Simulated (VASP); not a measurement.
# Ta (Im-3m) in VASP: elastic constants with PBE

Aim: the elastic constants of Ta with PBE.

Everything below comes from runs of VASP 6.6.1. Logs are shortened: lines on timing, memory, paths and dates and some standing lists are left out, and cuts for length are marked.

## Step 1: The crystal as given

It takes space group Im-3m (No. 229, cubic). Conventional cell: a = 3.310 Å, b = 3.310 Å, c = 3.310 Å, α = 90.00°, β = 90.00°, γ = 90.00°. Ta (site symmetry m-3m) is surrounded by 8 Ta at 2.87 Å.

## Step 2: Elastic constants, PBE

POSCAR reads:

```
Ta
1.0
   -1.6549278100      1.6549278100      1.6549278100
    1.6549278100     -1.6549278100      1.6549278100
    1.6549278100      1.6549278100     -1.6549278100
Ta
1
Direct
    0.0000000000      0.0000000000      0.0000000000
```

INCAR.step1 reads:

```
PREC     = Accurate       # precision mode
ENCUT    = 600            # plane-wave cutoff, eV
EDIFF    = 1E-8           # SCF threshold, eV
ISMEAR   = 0              # smearing method
SIGMA    = 0.1            # smearing width, eV
LREAL    = F              # projectors in reciprocal space
LASPH    = T              # aspherical terms in the spheres
NELM     = 60             # most SCF steps
ALGO     = Normal         # electronic algorithm
ISIF     = 3              # what is computed and relaxed
LWAVE    = F              # write WAVECAR
LCHARG   = F              # write CHGCAR
GGA      = PE             # functional
IBRION   = 2              # ionic algorithm
NSW      = 40             # ionic steps
EDIFFG   = -0.002         # ionic threshold
```

INCAR.step2 reads:

```
PREC     = Accurate       # precision mode
ENCUT    = 600            # plane-wave cutoff, eV
EDIFF    = 1E-8           # SCF threshold, eV
ISMEAR   = 0              # smearing method
SIGMA    = 0.1            # smearing width, eV
LREAL    = F              # projectors in reciprocal space
LASPH    = T              # aspherical terms in the spheres
NELM     = 60             # most SCF steps
ALGO     = Normal         # electronic algorithm
ISIF     = 3              # what is computed and relaxed
LWAVE    = F              # write WAVECAR
LCHARG   = F              # write CHGCAR
GGA      = PE             # functional
IBRION   = 6              # ionic algorithm
NFREE    = 2            
POTIM    = 0.015          # step
NSW      = 1              # ionic steps
```

KPOINTS reads:

```
regular mesh
0
Gamma
  18 18 18
```

Potentials or basis: VASP PAW PBE potentials, release 64 (Ta_pv).

Command:

```sh
> cat potpaw_PBE.64/Ta_pv/POTCAR > POTCAR
> cp INCAR.step1 INCAR
> mpirun -np 1 vasp_std > vasp.out
> cp CONTCAR POSCAR
> cp INCAR.step2 INCAR
> mpirun -np 1 vasp_std > vasp.out
```

OUTCAR:

```text
PREC = Accurate
   ENCUT = 600
   EDIFF = 1E-8
   ISMEAR = 0
   LREAL = F
   LASPH = T
   NELM = 60
   ISIF = 3
   GGA = PE
   IBRION = 6
   NFREE = 2
   POTIM = 0.015
   NSW = 1

 ion  position               nearest neighbor table
   1  0.000  0.000  0.000-

  LATTYP: Found a body centered cubic cell.
 ALAT       =     3.3195052009

  Lattice vectors:

 A1 = (  -1.6597526004,   1.6597526004,   1.6597526004)
 A2 = (   1.6597526004,  -1.6597526004,   1.6597526004)
 A3 = (   1.6597526004,   1.6597526004,  -1.6597526004)

Analysis of symmetry for initial positions (statically):
=====================================================================
 Subroutine PRICEL returns:
 Original cell was already a primitive cell.

 Routine SETGRP: Setting up the symmetry group for a
 body centered cubic supercell.

 Subroutine GETGRP returns: Found 48 space group operations
 (whereof 48 operations were pure point group operations)
 out of a pool of 48 trial point group operations.

The static configuration has the point symmetry O_h .

Analysis of symmetry for dynamics (positions and initial velocities):
=====================================================================
 Subroutine PRICEL returns:
 Original cell was already a primitive cell.

 Routine SETGRP: Setting up the symmetry group for a
 body centered cubic supercell.

 Subroutine GETGRP returns: Found 48 space group operations
 (whereof 48 operations were pure point group operations)
 out of a pool of 48 trial point group operations.

The dynamic configuration has the point symmetry O_h .

 Subroutine INISYM returns: Found 48 space group operations
 (whereof 48 operations are pure point group operations),
 and found     1 'primitive' translations

----------------------------------------------------------------------------------------

                                     Primitive cell

  volume of cell :      18.2890

  direct lattice vectors                    reciprocal lattice vectors
    -1.659752600  1.659752600  1.659752600     0.000000000  0.301249716  0.301249716
     1.659752600 -1.659752600  1.659752600     0.301249716  0.000000000  0.301249716
     1.659752600  1.659752600 -1.659752600     0.301249716  0.301249716  0.000000000

  length of vectors
     2.874775832  2.874775832  2.874775832     0.426031434  0.426031434  0.426031434

  position of ions in fractional coordinates (direct lattice)
     0.000000000  0.000000000  0.000000000

  ion indices of the primitive-cell ions
   primitive index   ion index
                 1           1

----------------------------------------------------------------------------------------

 KPOINTS: regular mesh

Automatic generation of k-mesh.
 Grid dimensions read from file:
 generate k-points for:   18   18   18

 Generating k-lattice:

  Cartesian coordinates                     Fractional coordinates (reciprocal lattice)
     0.000000000  0.016736095  0.016736095     0.055555556  0.000000000  0.000000000
     0.016736095  0.000000000  0.016736095     0.000000000  0.055555556  0.000000000
     0.016736095  0.016736095  0.000000000     0.000000000  0.000000000  0.055555556

  Length of vectors
     0.023668413  0.023668413  0.023668413

  Shift w.r.t. Gamma in fractional coordinates (k-lattice)
     0.000000000  0.000000000  0.000000000

 Subroutine IBZKPT returns following result:
 ===========================================

 Found    195 irreducible k-points:

 Following reciprocal coordinates:
            Coordinates               Weight
  0.000000  0.000000  0.000000      1.000000
  0.055556  0.000000  0.000000     12.000000
  0.111111  0.000000  0.000000     12.000000
  0.166667  0.000000  0.000000     12.000000
[... 64 lines left out ...]
   GGA     = PE    functional components
   LHFCALC =     F    Hartree Fock is set to
   AEXX    =    0.0000 exact exchange contribution
   IVDW    =     0    specifies the selected vdW correction
   LEPSILON=     F    determine dielectric tensor
   LRPA    =     F    only Hartree local field effects (RPA)
 finite differences with symmetry
 non-spin polarized calculation
 Gauss-broadening in eV      SIGMA  =   0.10
  energy-cutoff  :      600.00
  volume of cell :       18.29
 maximum number of plane-waves:       626
   NGX = 11   NGY = 11   NGZ = 11

--------------------------------------- Ionic step        1  -------------------------------------------

 number of electron      11.0000001 magnetization

 Free energy of the ion-electron system (eV)
  ---------------------------------------------------
  ext. energy  EPLUGINS =         0.00000000
  ---------------------------------------------------
  free energy    TOTEN  =       -11.81658320 eV

  energy without entropy =      -11.81049478  energy(sigma->0) =      -11.81353899

------------------------ aborting loop because EDIFF is reached ----------------------------------------

  FORCE on cell =-STRESS in cart. coord.  units (eV):
  Direction    XX          YY          ZZ          XY          YZ          ZX
  --------------------------------------------------------------------------------------
  -------------------------------------------------------------------------------------
  Total       -0.0002344     -0.0002344     -0.0002344     -0.0000000     -0.0000000      0.0000000
  in kB       -0.0205311     -0.0205311     -0.0205311     -0.0000000     -0.0000000      0.0000000
  external PRESSURE =      -0.0205311 kB  Pullay stress =       0.0000000 kB
[... 86 lines left out ...]
  FREE ENERGIE OF THE ION-ELECTRON SYSTEM (eV)
  ---------------------------------------------------
  free  energy   TOTEN  =       -11.8131091201 eV

  energy  without entropy=      -11.8069921729  energy(sigma->0) =      -11.81005065

[... ionic steps 4 to 12 ...]

--------------------------------------- Ionic step       13  -------------------------------------------

 number of electron      11.0000001 magnetization

------------------------ aborting loop because EDIFF is reached ----------------------------------------
[... 65 lines left out ...]
--------------------------------------- Ionic step       15  -------------------------------------------

 number of electron      11.0000001 magnetization

 Free energy of the ion-electron system (eV)
  ---------------------------------------------------
  ext. energy  EPLUGINS =         0.00000000
  ---------------------------------------------------
  free energy    TOTEN  =       -11.81658336 eV

  energy without entropy =      -11.81049494  energy(sigma->0) =      -11.81353915

 E-fermi :   5.3729     XC(G=0): -12.5398

 val. band max:        5.3526355089   @ k =   0.1111   0.1111   0.0000
 cond. band min:       5.3743496435   @ k =   0.3333   0.1667   0.0556
 fundamental gap:      0.0217141346
 Fermi energy:         5.3728931627

 k-point     1 :       0.0000    0.0000    0.0000
  band No.  band energies     occupation
      1     -27.7680      2.00000
      2     -27.7680      2.00000
      3     -27.7680      2.00000
      4      -2.4943      2.00000
      5       6.0979      0.00000
      6       6.0979      0.00000
      7       6.0979      0.00000
      8       9.3170      0.00000
      9       9.3170      0.00000
[... 265 lines left out ...]
 k-point    24 :       0.3889    0.1111    0.0000
  band No.  band energies     occupation
      1     -28.8147      2.00000
      2     -28.1597      2.00000
      3     -27.8235      2.00000
      4       1.4367      2.00000
      5       3.9818      2.00000
      6       5.9779      0.00000
      7       9.0627      0.00000
      8      10.3289      0.00000
      9      13.1130      0.00000

 [... further k-points ...]

------------------------ aborting loop because EDIFF is reached ----------------------------------------

  FORCE on cell =-STRESS in cart. coord.  units (eV):
  Direction    XX          YY          ZZ          XY          YZ          ZX
  --------------------------------------------------------------------------------------
  -------------------------------------------------------------------------------------
  Total       -0.0001759     -0.0001759     -0.0001759     -0.0000000      0.0000000     -0.0000000
  in kB       -0.0154132     -0.0154132     -0.0154132     -0.0000000      0.0000000     -0.0000000
  external PRESSURE =      -0.0154132 kB  Pullay stress =       0.0000000 kB
[... 16 lines left out ...]
  FREE ENERGIE OF THE ION-ELECTRON SYSTEM (eV)
  ---------------------------------------------------
  free  energy   TOTEN  =       -11.8165833618 eV

  energy  without entropy=      -11.8104949422  energy(sigma->0) =      -11.81353915

 INTERNAL STRAIN TENSORS FROM STRAINED CELLS
 ============================================

 INTERNAL STRAIN TENSOR FOR ION    1 for displacements in x,y,z  (eV/Angst):
          X           Y           Z          XY          YZ          ZX
  --------------------------------------------------------------------------------
  x    -0.00000     0.00000    -0.00000    -0.00000     0.00000     0.00000
  y     0.00000    -0.00000     0.00000    -0.00000    -0.00000    -0.00000
  z     0.00000    -0.00000     0.00000    -0.00000     0.00000     0.00000

 INTERNAL STRAIN TENSORS FROM DISPLACED ATOMS
 ============================================

 INTERNAL STRAIN TENSOR FOR ION    1 for displacements in x,y,z  (eV/Angst):
          X           Y           Z          XY          YZ          ZX
  --------------------------------------------------------------------------------
  x     0.00000     0.00000     0.00000     0.00000     0.00000     0.00000
  y     0.00000     0.00000     0.00000     0.00000     0.00000     0.00000
  z     0.00000     0.00000     0.00000     0.00000     0.00000     0.00000

 Eigenvectors and eigenvalues of the dynamical matrix
 ----------------------------------------------------

   1 f  =    0.000000 THz     0.000000 2PiTHz    0.000000 cm-1     0.000000 meV
             X         Y         Z           dx          dy          dz
      0.000000  0.000000  0.000000    -0.987628    0.156815    0.000000

   2 f  =    0.000000 THz     0.000000 2PiTHz    0.000000 cm-1     0.000000 meV
             X         Y         Z           dx          dy          dz
      0.000000  0.000000  0.000000     0.000000    0.000000    1.000000

   3 f  =    0.000000 THz     0.000000 2PiTHz    0.000000 cm-1     0.000000 meV
             X         Y         Z           dx          dy          dz
      0.000000  0.000000  0.000000     0.156815    0.987628    0.000000

--------------------------------------------------------------------------------------------------------

 ELASTIC MODULI CONTR FROM IONIC RELAXATION (kBar)
 Direction    XX          YY          ZZ          XY          YZ          ZX
 --------------------------------------------------------------------------------
 XX           0.0000      0.0000      0.0000      0.0000      0.0000      0.0000
 YY           0.0000      0.0000      0.0000      0.0000      0.0000      0.0000
 ZZ           0.0000      0.0000      0.0000      0.0000      0.0000      0.0000
 XY           0.0000      0.0000      0.0000      0.0000      0.0000      0.0000
 YZ           0.0000      0.0000      0.0000      0.0000      0.0000      0.0000
 ZX           0.0000      0.0000      0.0000      0.0000      0.0000      0.0000
 --------------------------------------------------------------------------------

 TOTAL ELASTIC MODULI (kBar)
 Direction    XX          YY          ZZ          XY          YZ          ZX
 --------------------------------------------------------------------------------
 XX        2639.3360   1609.8614   1609.8614      0.0000     -0.0000      0.0000
 YY        1609.8614   2639.3360   1609.8614      0.0000     -0.0000     -0.0000
 ZZ        1609.8614   1609.8614   2639.3360      0.0000     -0.0000      0.0000
 XY           0.0000      0.0000      0.0000    740.1563      0.0000      0.0000
 YZ          -0.0000     -0.0000     -0.0000      0.0000    740.1563      0.0000
 ZX           0.0000     -0.0000      0.0000      0.0000      0.0000    740.1563
 --------------------------------------------------------------------------------
```

It took 22 min on 1 thread of AMD EPYC 7R13 (Zen 3), shared host; peak memory 0.61 GiB.

What came out:

```
Relaxed volume                         : 18.29 Å³/atom
Relaxed cell                           : a = 2.875 Å, b = 2.875 Å, c = 2.875 Å, α = 109.47°, β = 109.47°, γ = 109.47°
Space group after relaxing (to 0.05 Å) : Im-3m (No. 229)
Elastic constants C11, C12, C44        : 264, 161, 74 GPa
Voigt bulk modulus                     : 195 GPa
```

Step by step:
```
step  energy change (eV)  largest force (eV/Å)  pressure (GPa)  volume (Å³)
   1              0.0000                0.0000            1.73        18.13
   2              0.0033                0.0000           -3.67        18.65
   3             -0.0008                0.0000            0.00        18.29
```

Final structure:
```cif
data_structure
_symmetry_space_group_name_H-M 'P 1'
_symmetry_Int_Tables_number 1
_cell_length_a 2.8748
_cell_length_b 2.8748
_cell_length_c 2.8748
_cell_angle_alpha 109.471
_cell_angle_beta 109.471
_cell_angle_gamma 109.471
_cell_volume 18.29
loop_
_atom_site_label
_atom_site_type_symbol
_atom_site_fract_x
_atom_site_fract_y
_atom_site_fract_z
_atom_site_occupancy
Ta1 Ta 0.00000 0.00000 0.00000 1
```

Elastic tensor in Voigt notation (GPa, in the Cartesian axes of the cell as first typed):
```
264 161 161   0   0   0
161 264 161   0   0   0
161 161 264   0   0   0
  0   0   0  74   0   0
  0   0   0   0  74   0
  0   0   0   0   0  74
```

Clamped-ion elastic tensor (GPa):
```
264 161 161   0   0   0
161 264 161   0   0   0
161 161 264   0   0   0
  0   0   0  74   0   0
  0   0   0   0  74   0
  0   0   0   0   0  74
```
